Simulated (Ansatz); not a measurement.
**TaSi$_{2}$ (P6_222), rigid cleavage**

Computed with DFT PBE, scalar-relativistic, plane waves, PAW (Ansatz). Cutoff 420 eV, Γ-centred 9×9×3 k-points, Gaussian smearing of 0.15 eV. Spin–orbit coupling is left out, which can shift energies with elements as heavy as these. No spin polarisation. Energies are free energies at this smearing, counted from the undisturbed cell; pressure is positive in compression.

The starting cell (relaxed at this level; it needn't be the usual structure):

```yaml
crystal:
  lattice:
    - [-4.80571, 0.00000, 0.00000]
    - [-2.40285, -4.16186, 0.00000]
    - [0.00000, 0.00000, 13.19469]
  atoms:
    - { symbol: Ta, position: [0.50000, 0.00000, 0.08335] }
    - { symbol: Ta, position: [0.50000, 0.00000, 0.58335] }
    - { symbol: Ta, position: [0.00000, 0.50000, 0.25002] }
    - { symbol: Ta, position: [0.00000, 0.50000, 0.75002] }
    - { symbol: Ta, position: [0.50000, 0.50000, 0.91668] }
    - { symbol: Ta, position: [0.50000, 0.50000, 0.41668] }
    - { symbol: Si, position: [0.15892, 0.68216, 0.08335] }
    - { symbol: Si, position: [0.15892, 0.68216, 0.58335] }
    - { symbol: Si, position: [0.31784, 0.84108, 0.25002] }
    - { symbol: Si, position: [0.31784, 0.84108, 0.75002] }
    - { symbol: Si, position: [0.15892, 0.15892, 0.91668] }
    - { symbol: Si, position: [0.15892, 0.15892, 0.41668] }
    - { symbol: Si, position: [0.84108, 0.31784, 0.08335] }
    - { symbol: Si, position: [0.84108, 0.31784, 0.58335] }
    - { symbol: Si, position: [0.68216, 0.15892, 0.25002] }
    - { symbol: Si, position: [0.68216, 0.15892, 0.75002] }
    - { symbol: Si, position: [0.84108, 0.84108, 0.91668] }
    - { symbol: Si, position: [0.84108, 0.84108, 0.41668] }
```

The cut lies on the cell's a–b face, a (0 0 1) plane (indices in the standard cell, whose axes needn't be the Cartesian ones shown) of area 20.00 Å², between layers 2.20 Å apart. Vector c is lengthened by d along the normal with the atoms' Cartesian places fixed: one unrelaxed cut a cell. The cell is metallic on the mesh throughout.

```
d (Å) energy (J/m²) traction dE/dd (GPa)
-0.30              ?                     ?
-0.15           0.23                 -33.4
 0.00           0.00                  -0.1
 0.25           0.41                  28.1
 0.50           1.24                  36.5
 0.75           2.15                  35.3
 1.00           2.97                  29.8
 1.50              ?                     ?
 2.00           4.59                   5.8
 3.00              ?                     ?
 4.50           4.89                   0.1
 6.00           4.89                   0.0
```

(1) Give the withheld values.

Results:

(1) energy (J/m²) at d (Å) = -0.30: 1.10; traction dE/dd (GPa) at d (Å) = -0.30: -85.4; energy (J/m²) at d (Å) = 1.50: 4.10; traction dE/dd (GPa) at d (Å) = 1.50: 15.3; energy (J/m²) at d (Å) = 3.00: 4.84; traction dE/dd (GPa) at d (Å) = 3.00: 0.8.

Cost: 12 runs of about 21 core-minutes in all, on AMD EPYC 7R32 (Zen 2) (shared hosts).